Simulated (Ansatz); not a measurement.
# Se (Pm-3m) in Ansatz: settings compared, part 2 of 2

Ansatz 0.2.0. The steps go on from the part before.

### 4 Relaxation of cell and atoms, r2SCAN

File input.yaml:

```yaml
crystal:
  lattice:
    - [2.81056302, 0.0, 0.0]
    - [0.0, 2.81056302, 0.0]
    - [0.0, 0.0, 2.81056302]
  atoms:
    - { symbol: Se, position: [0.0, 0.0, 0.0] }
hamiltonian:
  xc: r2scan
  pseudopotentials: { kind: paw }
kpoints:
  mp_grid: { grid: [9, 9, 9] }
scf:
  occupations: { method: fermi_dirac, width: 0.05 }
output:
  forces: true
  stress: true
  eigenvalues: true
relax:
  f_tol: 0.01
  max_steps: 40
  cell: { stress_tol: 0.05 }
```

Potentials or basis: Ansatz PAW.

Command:

```bash
$ ansatz run input.yaml --threads 2 --pin off --max-ram 5632MiB --backend cpu --events-out ev --progress --plain --runs-dir out
```

Output:

```text
Warning: RAYON_NUM_THREADS=2 ignored (pool sized by the plan → 2); use --threads N
Engine: ansatz 0.2.0, aarch64-unknown-linux-gnu
Pseudopotentials: kind: paw
Pseudopotential: Se, paw, valence charge 16, recommended cutoff 500 eV (meta_gga), Se.paw.azcp
Functional definition: r2SCAN
  parameter k0 = 0.174
  parameter k1 = 0.065
  parameter a1 = 4.9479
  exchange = r2scan_x(k0 = k0, k1 = k1, a1 = a1)
  correlation = r2scan_c
Crystal: 1 atoms, lattice volume = 22.201 Å³
Basis set: ecut = 500 eV, 587 PW (Γ), exchange–correlation on 96×96×96 points (64 copies of the dense FFT grid, shifted against one another)
Bands: 12, of which v1, the nominal top of the filled ones, is band 8 counted from 1 (7 counted from 0)
Symmetry: 48 space group operations
Space group: Pm-3m (ITA 221), of the structure as read, at distance tolerance 2.8e-5 Å
k-points: 35 of 729
Non-local potential: Se, projectors of the file, l = 0: 2, l = 1: 2, l = 2: 3, l = 3: 1
PAW form: soft (Blöchl's): semilocal exchange-correlation on the pseudo side does not see the compensation charge
PAW frozen core: Se, regenerated for the run's functional (the file was generated under x = pbe(κ = 0.804, μ = 0.2195149727645171), c = pbe(β = 0.06672455060314922))
PAW one-centre angular grid: Se, 590 points (default); XC on 160 Gauss nodes
Initial density: superposition of atomic densities (neutral atoms: chi_scale 0, normalization atom), corrected by the library's trained network
Initial wavefunctions: pseudopotential atomic-orbital guess
Functional: x = r2scan, c = r2scan; τ floored in thin density (d = 2e-4 eV/Å³)
SCF iter   1: F=—  HF=-5477.866334 eV  |F-HF|=—  |Δ(HF+E_count)|=         —  Δρ=2.81e-3  dr2=1.79e-3  dr2_τ=8.87e-4  ethr=1.77e-3  ⟨swp⟩=5.4  Hψ=2529  notcnv=0
preconditioner: auto → LDOS  [insulator: Δε(μ)=0.193 eV  Ē_g=15.594 eV  σ=0.050 eV  W_gap=0.52  n_scr=6 (ndim 8)  ℏωp=19.3 eV  f_vac=0.022  D(μ)=0.86/eV (n_scr^D=6)  ε∞_Penn≈2.5  β→1.0]
SCF iter   2: F=—  HF=-5477.871732 eV  |F-HF|=—  |Δ(HF+E_count)|=   5.40e-3  Δρ=9.76e-4  dr2=1.38e-4  dr2_τ=1.41e-5  ethr=1.12e-5  ⟨swp⟩=2.0  Hψ=1113  notcnv=0  defer=7
SCF iter   3: F=—  HF=-5477.871517 eV  |F-HF|=—  |Δ(HF+E_count)|=   2.15e-4  Δρ=4.51e-4  dr2=6.69e-5  dr2_τ=1.46e-6  ethr=8.64e-7  ⟨swp⟩=2.0  Hψ=820  notcnv=0  defer=7
SCF iter   4: F=—  HF=-5477.871503 eV  |F-HF|=—  |Δ(HF+E_count)|=   1.43e-5  Δρ=1.21e-4  dr2=3.58e-6  dr2_τ=1.42e-7  ethr=4.18e-7  ⟨swp⟩=2.0  Hψ=690  notcnv=0  defer=7
iter 5 did not close the SCF: its close was put off for the readings that it lacked (scf_convergence_deferred on its scf_iter line)
SCF iter   5: F=-5477.871505 eV  HF=-5477.871505 eV  |F-HF|=1.64e-8  |Δ(HF+E_count)|=   2.38e-6  Δρ=1.98e-5  dr2=9.99e-8  dr2_τ=2.01e-9  ethr=2.24e-8  ⟨swp⟩=2.3  Hψ=585  notcnv=0  defer=7
SCF iter   6: F=-5477.871505 eV  HF=-5477.871505 eV  |F-HF|=1.70e-10  |Δ(HF+E_count)|=   4.12e-8  Δρ=1.76e-6  dr2=7.28e-10  dr2_τ=1.96e-11  ethr=6.24e-10  ⟨swp⟩=2.8  Hψ=1558  notcnv=0
SCF 1 converged in 6 iterations: F = -5477.871505 eV  dr2 = 7.28e-10
[... 32 lines left out ...]
SCF converged after 4 iterations
Free energy (F): -5477.872113 eV
Harris-Foulkes:  -5477.872113 eV  (|F-HF|=3.27e-11)
Internal energy: -5477.865744 eV  (E = F + TS)
E sigma→0 (E₀):  -5477.868928 eV
Entropy (-TS):   -0.006369 eV (-6.369 meV/atom)
Fermi energy:    9.720987 eV
--- Per-component energies (eV) ---
  E_band       = -381.039208
  E_kinetic    = 116.657208
  E_local      = -2234.316386  (includes V_loc(G=0)·N_el)
  E_nonlocal   = -593.565872
  E_hartree    = 1112.436357
  E_xc         = -97.344600
  E_vxc        = -104.785763  (∫ρ·V_xc dr)
  E_paw        = -1926.014942  (= ΣΔE_a)
  E_vpaw       = 204.790904  (= ΣTr[D̂ρ^β])
  E_aug_tail   = -0.000213  (compensation charges beyond the density's cutoff)
  E_vtau       = 5.308096  (kinetic-family band-sum trace: ∫τ·v_τ [+ j·A + Jᵃ·Aᵃ] dr)
  E_ewald      = -1853.952526
  E_core_change = -1.764770  (= ΣΔE_core)
  E_smearing   = -0.006369  (= −TS)
  E_closure    = 0.000000  (closes the sum)
  Σ components = -5477.872113   (vs F -5477.872113, Δ=0.00e0)
--- Forces (eV/Å), atoms counted from 1 ---
  atom   1  Se     0.00000000    -0.00000000     0.00000000
  max |Σ_I F_I| component: 1.64e-32 eV/Å
--- Stress (GPa, compression-positive) ---
       -0.010315       0.000000      -0.000000
        0.000000      -0.010315       0.000000
       -0.000000       0.000000      -0.010315
  P = ⅓ Tr σ = -0.0103 GPa (-0.103 kbar)
--- Band table (eV; the first three rows and the last of 35) ---
  k-point 0: bands = ["-39.7858", "-39.7858", "-39.7567", "-39.7567", "-39.7567", "-7.0959", "11.1826", "11.1826", "11.1826", "17.9484", "17.9484", "18.4592"]
  k-point 1: bands = ["-39.7857", "-39.7825", "-39.7575", "-39.7575", "-39.7566", "-6.9112", "9.4663", "11.3277", "11.3277", "18.1319", "18.5006", "20.2351"]
  k-point 2: bands = ["-39.7855", "-39.7743", "-39.7596", "-39.7596", "-39.7565", "-6.3856", "6.6370", "11.7244", "11.7244", "18.6554", "19.1750", "23.9258"]
  k-point 34: bands = ["-39.7705", "-39.7705", "-39.7705", "-39.7440", "-39.7440", "-0.6958", "6.1672", "6.1672", "6.2685", "15.9930", "16.3437", "16.3437"]
--- Relaxed structure (3 steps of the walk, 3 accepted, 1 SCFs on fresh bases) ---
  F+E_penalty+E_count = -5477.87211281 eV   max|allowed force component| = 0.000e0 eV/Å   (the final SCF, on the basis selected at the relaxed cell)
  cell:  # Å, volume = 22.4442 Å³
    - [2.82077231697455, 1.2839532962581572e-34, 4.49383653690355e-34]
    - [3.851859888774472e-34, 2.82077231697455, 5.777789833161708e-34]
    - [5.135813185032629e-34, 5.777789833161708e-34, 2.82077231697455]
  atoms:
    - { symbol: Se, position: [0.0, 0.0, 0.0] }
```

Wall time 3.9 s (2 threads of Arm Neoverse V1, shared host); peak memory 0.34 GiB.

What came out:

* Free energy: -5477.8721 eV
* Relaxed volume: 22.44 Å³/atom
* Relaxed cell: a = 2.821 Å, b = 2.821 Å, c = 2.821 Å, α = 90.00°, β = 90.00°, γ = 90.00°
* Space group after relaxing (to 0.05 Å): Pm-3m (No. 221)
* Energy gained by relaxing: 0.6 meV/atom
* Ionic steps: 4
* Pressure after relaxing: 0.0 GPa
* Band gap on the k mesh: none (metal or under the smearing width)

The path:
```tsv
step	energy change (eV)	largest force (eV/Å)	volume (Å³)
1	0.0000	0.0000	22.20
2	-0.0002	0.0000	22.63
3	-0.0006	0.0000	22.44
4	-0.0006	0.0000	22.44
```

Final structure:
```xyz
1
Lattice="2.8208 0.0000 0.0000 0.0000 2.8208 0.0000 0.0000 0.0000 2.8208" Properties=species:S:1:pos:R:3 pbc="T T T"
Se    0.0000    0.0000    0.0000
```

Caveat: the plane-wave basis is chosen anew once the cell has moved, so the energies of steps on either side of that aren't comparable; the PAW data sets come from PBE, with cores solved anew for the run's functional, which leaves a small shift of forces and pressure.

### 5 Summary

```csv
level,cutoff (eV),gap on the mesh (eV),pressure (GPa),relaxed volume (Å³/atom)
revPBE,420,none,0.0,23.25
BLYP,420,none,0.0,24.74
r2SCAN,500,none,0.0,22.44
```

Alike in all rows: task relaxation of cell and atoms; potentials or basis Ansatz PAW; no spin polarisation; cell relaxed; k mesh 9 × 9 × 9; smearing fermi-dirac 0.05 eV.

Caveats: the plane-wave basis is chosen anew once the cell has moved, so the energies of steps on either side of that aren't comparable; the PAW data sets come from PBE, with cores solved anew for the run's functional, which leaves a small shift of forces and pressure.

Total energies depend on the potentials used, so only differences within one code and one set of settings carry meaning.
